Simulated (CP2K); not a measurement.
# GaN (F-43m) in CP2K: a series of runs

One crystal, GaN, is run at these levels: WC, OLYP, BLYP, TPSS; tasks: atomic charges.

Program: CP2K 2026.2. These are calculated values, not measurements. Logs are shortened: lines on timing, memory, paths and dates and some standing lists are left out, and cuts for length are marked.

**What was measured.**

From a printed reference work, textbook, for a bulk crystal of GaN at 0 K: band gap 3.299 eV (direct).

The results are compared with them further down.

**1. Starting point**

Symmetry: F-43m, No. 216, cubic system. Conventional cell: a = 4.507 Å, b = 4.507 Å, c = 4.507 Å, α = 90.00°, β = 90.00°, γ = 90.00°. Ga (site symmetry -43m) is surrounded by 4 N at 1.95 Å. N (site symmetry -43m) is surrounded by 4 Ga at 1.95 Å.

The cell is a database's computed one.

**2. Atomic charges, WC**

gan_charges.inp reads:

```
&GLOBAL
  PROJECT gan_charges
  RUN_TYPE ENERGY_FORCE
  PRINT_LEVEL LOW
&END GLOBAL
&FORCE_EVAL
  METHOD QS
  STRESS_TENSOR ANALYTICAL
  &DFT
    BASIS_SET_FILE_NAME BASIS_MOLOPT_UZH
    POTENTIAL_FILE_NAME POTENTIAL_UZH
    &MGRID
      CUTOFF 675
      REL_CUTOFF 60
      NGRIDS 5
    &END MGRID
    &QS
      METHOD GPW
      EPS_DEFAULT 1.0E-10
    &END QS
    &KPOINTS
      SCHEME MONKHORST-PACK 10 10 10
      GAMMA_CENTERED T
      SYMMETRY T
      SYMMETRY_BACKEND SPGLIB
    &END KPOINTS
    &SCF
      SCF_GUESS ATOMIC
      EPS_SCF 1.0E-6
      MAX_SCF 100
      ADDED_MOS 10
      CHOLESKY OFF
      EPS_EIGVAL 1.0E-7
      &DIAGONALIZATION ON
        ALGORITHM STANDARD
      &END DIAGONALIZATION
      &MIXING ON
        METHOD BROYDEN_MIXING
        ALPHA 0.4
        BETA 1.5
        NBUFFER 8
      &END MIXING
      &SMEAR ON
        METHOD FERMI_DIRAC
        ELECTRONIC_TEMPERATURE 580.23
      &END SMEAR
    &END SCF
    &XC
      &XC_FUNCTIONAL
        &GGA_X_WC
        &END GGA_X_WC
        &GGA_C_PBE
        &END GGA_C_PBE
      &END XC_FUNCTIONAL
    &END XC
    &PRINT
      &KPOINTS ON
      &END KPOINTS
      &MULLIKEN ON
      &END MULLIKEN
      &MO ON
        ENERGIES T
        OCCUPATION_NUMBERS T
        &EACH
          QS_SCF 0
        &END EACH
        ADD_LAST NUMERIC
      &END MO
      &LOWDIN ON
      &END LOWDIN
      &HIRSHFELD ON
        SHAPE_FUNCTION GAUSSIAN
      &END HIRSHFELD
      &VORONOI ON
        VORONOI_RADII VDW
      &END VORONOI
    &END PRINT
  &END DFT
  &SUBSYS
    &CELL
      ABC 3.1869311219 3.1869311219 3.1869311220
      ALPHA_BETA_GAMMA 59.9999999991 59.9999999995 59.9999999994
      PERIODIC XYZ
    &END CELL
    &COORD
      SCALED
      Ga  0.0000000000 0.0000000000 0.0000000000
      N   0.2500000000 0.2500000000 0.2500000000
    &END COORD
    &KIND Ga
      BASIS_SET TZVP-MOLOPT-PBE-GTH-q13
      POTENTIAL GTH-PBE-q13
    &END KIND
    &KIND N
      BASIS_SET TZVP-MOLOPT-PBE-GTH-q5
      POTENTIAL GTH-PBE-q5
    &END KIND
    &PRINT
      &ATOMIC_COORDINATES ON
      &END ATOMIC_COORDINATES
      &CELL ON
      &END CELL
      &SYMMETRY ON
      &END SYMMETRY
    &END PRINT
  &END SUBSYS
  &PRINT
    &FORCES ON
    &END FORCES
    &STRESS_TENSOR ON
    &END STRESS_TENSOR
  &END PRINT
&END FORCE_EVAL
```

Potentials or basis: POTENTIAL_UZH Ga GTH-PBE-q13, N GTH-PBE-q5; TZVP-MOLOPT-PBE-GTH basis.

Started as:

```
$ OMP_NUM_THREADS=1 cp2k.psmp -i gan_charges.inp -o gan_charges.out
```

gan_charges.out:

```text

 CP2K| version string:                                       CP2K version 2026.2
 CP2K| Input file name                                           gan_charges.inp

 GLOBAL| Force Environment number                                              1
 GLOBAL| Basis set file name                                    BASIS_MOLOPT_UZH
 GLOBAL| Potential file name                                       POTENTIAL_UZH
 GLOBAL| MM Potential file name                                     MM_POTENTIAL
 GLOBAL| Coordinate file name                                      __STD_INPUT__
 GLOBAL| Method name                                                        CP2K
 GLOBAL| Project name                                                gan_charges
 GLOBAL| Run type                                                   ENERGY_FORCE
 GLOBAL| FFT library                                                       FFTW3
[... 6 lines left out ...]
 GLOBAL| Total number of message passing processes                             1
 GLOBAL| Number of threads for this process                                    1
 GLOBAL| CPU model name                                                  UNKNOWN

 CELL| Volume [angstrom^3]:                                            22.887746
 CELL| Vector a [angstrom]:       3.187     0.000     0.000   |a| =     3.186931
 CELL| Vector b [angstrom]:       1.593     2.760     0.000   |b| =     3.186931
 CELL| Vector c [angstrom]:       1.593     0.920     2.602   |c| =     3.186931
 CELL| Angle (b,c), alpha [degree]:                                    60.000000
 CELL| Angle (a,c), beta  [degree]:                                    60.000000
 CELL| Angle (a,b), gamma [degree]:                                    60.000000
 CELL| Numerically orthorhombic:                                              NO
 CELL| Periodicity                                                           XYZ

 CELL_REF| Volume [angstrom^3]:                                        22.887746
 CELL_REF| Vector a [angstrom     3.187     0.000     0.000   |a| =     3.186931
 CELL_REF| Vector b [angstrom     1.593     2.760     0.000   |b| =     3.186931
 CELL_REF| Vector c [angstrom     1.593     0.920     2.602   |c| =     3.186931
 CELL_REF| Angle (b,c), alpha [degree]:                                60.000000
 CELL_REF| Angle (a,c), beta  [degree]:                                60.000000
 CELL_REF| Angle (a,b), gamma [degree]:                                60.000000
 CELL_REF| Numerically orthorhombic:                                          NO
 CELL_REF| Periodicity                                                       XYZ
[... 12 lines left out ...]
                             - Atoms:                                          2
                             - Shell sets:                                     2
                             - Shells:                                        17
                             - Primitive Cartesian functions:                 11
                             - Cartesian basis functions:                     58
                             - Spherical basis functions:                     51

  Maximum angular momentum of- Orbital basis functions:                        3
                             - Local part of the GTH pseudopotential:          2
                             - Non-local part of the GTH pseudopotential:      4

 MODULE QUICKSTEP: ATOMIC COORDINATES IN ANGSTROM

   Atom Kind Element         X             Y             Z       Z(eff)     Mass
      1    1 Ga   31      0.000000      0.000000      0.000000  13.0000  69.7230
      2    2 N     7      1.593466      0.919988      0.650530   5.0000  14.0067

 Crystal Symmetry Information
       International Symbol:                                               F-43m
       Point Group Symbol:                                                  -43m
       Schoenflies Symbol:                                                  Td^2
       Number of Symmetry Operations:                                         24

 SCF PARAMETERS         Density guess:                                    ATOMIC
                        --------------------------------------------------------
                        max_scf:                                             100
[... 7 lines left out ...]
                        --------------------------------------------------------
                        level_shift [a.u.]:                             0.000000
                        added MOs                                        10    0
                        --------------------------------------------------------
                        Mixing method:                            BROYDEN_MIXING
[... 11 lines left out ...]
 *******************************************************************************
 BRILLOUIN| K-point scheme                                        Monkhorst-Pack
[... 37 lines left out ...]
     4 Broy./Diag. 0.40E+00    5.3     0.02433521       -84.4979379536 -2.92E-01
     5 Broy./Diag. 0.40E+00    5.5     0.00466347       -84.4662828250  3.17E-02
     6 Broy./Diag. 0.40E+00    5.5     0.00380463       -84.4838299859 -1.75E-02
     7 Broy./Diag. 0.40E+00    5.3     0.00041915       -84.4913358744 -7.51E-03
     8 Broy./Diag. 0.40E+00    5.5     0.00058673       -84.4907201497  6.16E-04
     9 Broy./Diag. 0.40E+00    5.3     0.00007847       -84.4909964879 -2.76E-04
    10 Broy./Diag. 0.40E+00    5.3     0.00002505       -84.4911565067 -1.60E-04
    11 Broy./Diag. 0.40E+00    5.2     0.00001545       -84.4911001605  5.63E-05
    12 Broy./Diag. 0.40E+00    5.4     0.00000631       -84.4910446166  5.55E-05
    13 Broy./Diag. 0.40E+00    5.2     0.00000251       -84.4910446797 -6.31E-08
    14 Broy./Diag. 0.40E+00    5.2     0.00000052       -84.4910439670  7.13E-07

  *** SCF run converged in    14 steps ***

  Electronic density on regular grids:        -17.9999999623        0.0000000377
  Core density on regular grids:               17.9999999988       -0.0000000012
  Total charge density on r-space grids:        0.0000000364
  Total charge density g-space grids:           0.0000000364

  Overlap energy of the core charge distribution:               0.00000000520085
  Self energy of the core charge distribution:               -122.14139270774831
  Core Hamiltonian energy:                                     36.57007701098991
  Hartree energy:                                              13.78586155471447
  Exchange-correlation energy:                                -12.70558983013108
  Electronic entropic energy:                                  -0.00000000004344
  Fermi energy:                                                 0.24488546406259

  Total energy:                                               -84.49104396701760
  Total energy (extrapolated to T->0):                        -84.49104396699587

 MO| EIGENVALUES AND OCCUPATION NUMBERS FOR K POINT 1
 MO|
 MO|  Index      Eigenvalue [a.u.]        Eigenvalue [eV]             Occupation
 MO|      1              -0.342497              -9.319826               2.000000
 MO|      2              -0.279977              -7.618562               2.000000
 MO|      3              -0.279977              -7.618561               2.000000
 MO|      4              -0.269873              -7.343610               2.000000
 MO|      5              -0.269873              -7.343610               2.000000
 MO|      6              -0.238555              -6.491424               2.000000
[... 347 lines left out ...]
 MO|     18               1.218700              33.162514               0.000000
 MO|     19               1.311220              35.680111               0.000000
 MO| Sum:                                                              18.000000
 MO| E(Fermi):            0.244885 a.u.          6.663672 eV
 MO| Band gap:            0.260093 a.u.          7.077499 eV

 [... the levels of further k-points ...]

 !-----------------------------------------------------------------------------!
                     Mulliken Population Analysis

 #  Atom  Element  Kind  Atomic population                           Net charge
       1     Ga       1         11.934845                              1.065155
       2     N        2          6.065155                             -1.065155
 # Total charge                             18.000000                  0.000000

 !-----------------------------------------------------------------------------!

 !-----------------------------------------------------------------------------!
                           Hirshfeld Charges

  #Atom  Element  Kind  Ref Charge     Population                    Net charge
      1       Ga     1      13.000         13.928                        -0.928
      2       N      2       5.000          4.072                         0.928

  Total Charge                                                            0.000
 !-----------------------------------------------------------------------------!

 VORONOI| Collecting electron density from MPI ranks and sending to library...
 VORONOI| Voronoi integration finished.

 LOWDIN POPULATION ANALYSIS

 #  Atom  Element  Kind  Atomic population                           Net charge
       1     Ga       1         13.735262                             -0.735262
       2     N        2          4.264738                              0.735262
 # Total charge                             18.000000                  0.000000

 ENERGY| Total FORCE_EVAL ( QS ) energy [hartree]            -84.491042972584410

 FORCES| Atomic forces [hartree/bohr]
 FORCES|   Atom     x               y               z               |f|
 FORCES|      1 -1.20551472E-08 -1.56128607E-08 -1.09080687E-08   2.25404959E-08
 FORCES|      2  1.07684547E-08  1.49875019E-08  1.02983994E-08   2.11339031E-08
 FORCES| Sum    -1.28669253E-09 -6.25358819E-10 -6.09669255E-10
 FORCES| Total atomic force                                       1.55510383E-09

 STRESS| Analytical stress tensor [bar]
 STRESS|                        x                   y                   z
 STRESS|      x        2.35226680881E+04  -3.76494663393E-01  -2.72578757354E-01
 STRESS|      y       -3.76494663393E-01   2.35234159654E+04   3.58017723428E-01
 STRESS|      z       -2.72578757354E-01   3.58017723428E-01   2.35234222243E+04
 STRESS| 1/3 Trace                                             2.35231687593E+04
 STRESS| Determinant                                           1.30162976857E+13

 STRESS| Eigenvectors and eigenvalues of the analytical stress tensor [bar]
 STRESS|                        1                   2                   3
 STRESS| Eigenvalues   2.35224940915E+04   2.35230692235E+04   2.35239429629E+04
 STRESS|      x           0.934332245772      0.107215321607     -0.339894291395
 STRESS|      y           0.323475665985     -0.655468623028      0.682440017688
 STRESS|      z           0.149622017181      0.747573246605      0.647107018148
```

Run time: 89 s. Hardware: 1 thread of Arm Neoverse V2, shared host; peak memory 0.37 GiB.

Results:

```yaml
Free_energy: -2299.1182 eV
Pressure: 2.4 GPa
Band_gap_on_the_k_mesh: 1.58 eV, direct
Mulliken_charges: Ga +1.07; N -1.07 e
Hirshfeld_charges: Ga -0.93; N +0.93 e
Voronoi_charges: Ga -0.68; N +0.68 e
```

Levels at points of the mesh, in eV from the valence-band top:
```
           k point  band 6  band 7  band 8  band 9  band 10  band 11  band 12  band 13
(0.00, 0.00, 0.00)  -13.21    0.00    0.00    0.00     1.58    10.11    10.11    10.11
(0.00, 0.00, 0.50)  -11.96   -7.19   -1.01   -1.01     4.45     8.63    10.27    10.27
(0.00, 0.50, 0.50)  -11.52   -6.26   -2.79   -2.79     3.22     6.54    11.57    13.87
```

Caveat: Hirshfeld charges from Gaussian shapes aren't those from atomic densities; Mulliken charges move with the basis; the potentials were made for another functional, which shifts forces and pressure; the basis of atomic orbitals isn't converged, which shifts pressures, moduli and gaps.

**3. Atomic charges, OLYP**

Changes to gan_charges.inp since step 2:

```diff
@@ -49,6 +49,6 @@
       &XC_FUNCTIONAL
-        &GGA_X_WC
-        &END GGA_X_WC
-        &GGA_C_PBE
-        &END GGA_C_PBE
+        &GGA_X_OPTX
+        &END GGA_X_OPTX
+        &GGA_C_LYP
+        &END GGA_C_LYP
       &END XC_FUNCTIONAL
```

Potentials or basis: POTENTIAL_UZH Ga GTH-PBE-q13, N GTH-PBE-q5; TZVP-MOLOPT-PBE-GTH basis.

Started as:

```
$ OMP_NUM_THREADS=1 cp2k.psmp -i gan_charges.inp -o gan_charges.out
```

Run time: 1.7 min. Hardware: 1 thread of Arm Neoverse V2, shared host; peak memory 0.37 GiB.

Results (log left out):

| Property | Result |
| --- | --- |
| Free energy | -2304.2031 eV |
| Pressure | 5.3 GPa |
| Band gap on the k mesh | 1.94 eV, direct |
| Mulliken charges | Ga +1.35; N -1.35 e |
| Hirshfeld charges | Ga -0.88; N +0.88 e |
| Voronoi charges | Ga -0.62; N +0.62 e |

Levels at points of the mesh, in eV from the valence-band top:
```tsv
k point	band 7	band 8	band 9	band 10	band 11	band 12
(0.00, 0.00, 0.00)	0.00	0.00	0.00	1.94	10.43	10.43
(0.00, 0.00, 0.50)	-6.95	-0.97	-0.97	4.84	8.98	10.60
(0.00, 0.50, 0.50)	-6.08	-2.69	-2.69	3.66	6.91	12.06
```

Caveat: Hirshfeld charges from Gaussian shapes aren't those from atomic densities; Mulliken charges move with the basis; the potentials were made for another functional, which shifts forces and pressure; the basis of atomic orbitals isn't converged, which shifts pressures, moduli and gaps.

**4. Atomic charges, BLYP**

Changes to gan_charges.inp since step 3:

```diff
@@ -48,7 +48,3 @@
     &XC
-      &XC_FUNCTIONAL
-        &GGA_X_OPTX
-        &END GGA_X_OPTX
-        &GGA_C_LYP
-        &END GGA_C_LYP
+      &XC_FUNCTIONAL BLYP
       &END XC_FUNCTIONAL
```

Started as:

```
$ OMP_NUM_THREADS=1 cp2k.psmp -i gan_charges.inp -o gan_charges.out
```

Run time: 89 s. Hardware: 1 thread of Arm Neoverse V2, shared host; peak memory 0.37 GiB.

Results (log left out):

* Free energy: -2300.8459 eV
* Pressure: 13.8 GPa
* Band gap on the k mesh: 1.76 eV, direct
* Mulliken charges: Ga +1.27; N -1.27 e
* Hirshfeld charges: Ga -0.88; N +0.88 e
* Voronoi charges: Ga -0.63; N +0.63 e

Levels at points of the mesh, in eV from the valence-band top:
```tsv
k point	band 6	band 7	band 8	band 9	band 10	band 11	band 12	band 13
(0.00, 0.00, 0.00)	-13.52	0.00	0.00	0.00	1.76	10.27	10.27	10.27
(0.00, 0.00, 0.50)	-12.14	-7.01	-0.98	-0.98	4.63	8.90	10.47	10.47
(0.00, 0.50, 0.50)	-11.67	-6.15	-2.71	-2.71	3.61	6.72	11.90	13.99
```

Caveat: Hirshfeld charges from Gaussian shapes aren't those from atomic densities; Mulliken charges move with the basis; the potentials were made for another functional, which shifts forces and pressure; the basis of atomic orbitals isn't converged, which shifts pressures, moduli and gaps.

**5. Atomic charges, TPSS**

Changes to gan_charges.inp since step 4:

```diff
@@ -48,3 +48,7 @@
     &XC
-      &XC_FUNCTIONAL BLYP
+      &XC_FUNCTIONAL
+        &MGGA_X_TPSS
+        &END MGGA_X_TPSS
+        &MGGA_C_TPSS
+        &END MGGA_C_TPSS
       &END XC_FUNCTIONAL
```

Started as:

```
$ OMP_NUM_THREADS=1 cp2k.psmp -i gan_charges.inp -o gan_charges.out
```

It took 3.1 min on 1 thread of Arm Neoverse V2, shared host; peak memory 0.37 GiB.

It converged, with:

```
Free energy            : -2296.7813 eV
Pressure               : 4.6 GPa
Band gap on the k mesh : 1.65 eV, direct
Mulliken charges       : Ga +1.08; N -1.08 e
Hirshfeld charges      : Ga -0.91; N +0.91 e
Voronoi charges        : Ga -0.65; N +0.65 e
```

Levels at points of the mesh, in eV from the valence-band top:
```
           k point  band 7  band 8  band 9  band 10  band 11  band 12
(0.00, 0.00, 0.00)    0.00    0.00    0.00     1.65    10.42    10.42
(0.00, 0.00, 0.50)   -7.20   -1.01   -1.01     4.64     8.76    10.54
(0.00, 0.50, 0.50)   -6.23   -2.80   -2.80     3.31     6.76    11.80
```

Caveat: Hirshfeld charges from Gaussian shapes aren't those from atomic densities; Mulliken charges move with the basis; the potentials were made for another functional, which shifts forces and pressure; the basis of atomic orbitals isn't converged, which shifts pressures, moduli and gaps.

**6. Summary**

```csv
level,gap on the mesh (eV),pressure (GPa)
WC,1.58,2.4
OLYP,1.94,5.3
BLYP,1.76,13.8
TPSS,1.65,4.6
```

Alike in all rows: task atomic charges; potentials or basis POTENTIAL_UZH Ga GTH-PBE-q13, N GTH-PBE-q5; TZVP-MOLOPT-PBE-GTH basis; no spin polarisation; cell as given; k mesh 10 × 10 × 10; smearing fermi-dirac 0.05 eV.

Caveats: the potentials were made for another functional, which shifts forces and pressure; the basis of atomic orbitals isn't converged, which shifts pressures, moduli and gaps.

Absolute energies hang on the potentials; compare differences alone.

**7. Against experiment**

Step 2. Against the measured gap of GaN, 3.299 eV (direct; 0 K; a printed reference work, textbook), the calculated 1.58 eV is off by -1.72 eV. So large a miss can be the level of theory's own, or it may mean another phase, state or a wrong row. Spin-orbit coupling on Ga is left out. The value is that of WC in an atomic basis (POTENTIAL_UZH Ga GTH-PBE-q13, N GTH-PBE-q5; TZVP-MOLOPT-PBE-GTH basis), whose error adds to the functional's,, without temperature or zero-point motion. Semilocal functionals fall short of measured gaps as a rule. The cell is a database's relaxed one, not the measured one, which moves gaps too.

Step 3. Measured gap of GaN: 3.299 eV (direct; 0 K; a printed reference work, textbook). This calculation gives 1.94 eV (-1.35 eV). Spin-orbit coupling on Ga is left out. The value is that of OLYP in an atomic basis (POTENTIAL_UZH Ga GTH-PBE-q13, N GTH-PBE-q5; TZVP-MOLOPT-PBE-GTH basis), whose error adds to the functional's,, without temperature or zero-point motion. The cell is a database's relaxed one, not the measured one, which moves gaps too.

Step 4. A measured gap of GaN is 3.299 eV (direct; 0 K; a printed reference work, textbook); the calculated 1.76 eV misses it by -1.54 eV. Spin-orbit coupling on Ga is left out. The value is that of BLYP in an atomic basis (POTENTIAL_UZH Ga GTH-PBE-q13, N GTH-PBE-q5; TZVP-MOLOPT-PBE-GTH basis), whose error adds to the functional's,, without temperature or zero-point motion. Semilocal functionals fall short of measured gaps as a rule. The cell is a database's relaxed one, not the measured one, which moves gaps too.

Step 5. Measured gap of GaN: 3.299 eV (direct; 0 K; a printed reference work, textbook). This calculation gives 1.65 eV (-1.65 eV). So large a miss can be the level of theory's own, or it may mean another phase, state or a wrong row. Spin-orbit coupling on Ga is left out. The value is that of TPSS in an atomic basis (POTENTIAL_UZH Ga GTH-PBE-q13, N GTH-PBE-q5; TZVP-MOLOPT-PBE-GTH basis), whose error adds to the functional's,, without temperature or zero-point motion. The cell is a database's relaxed one, not the measured one, which moves gaps too.
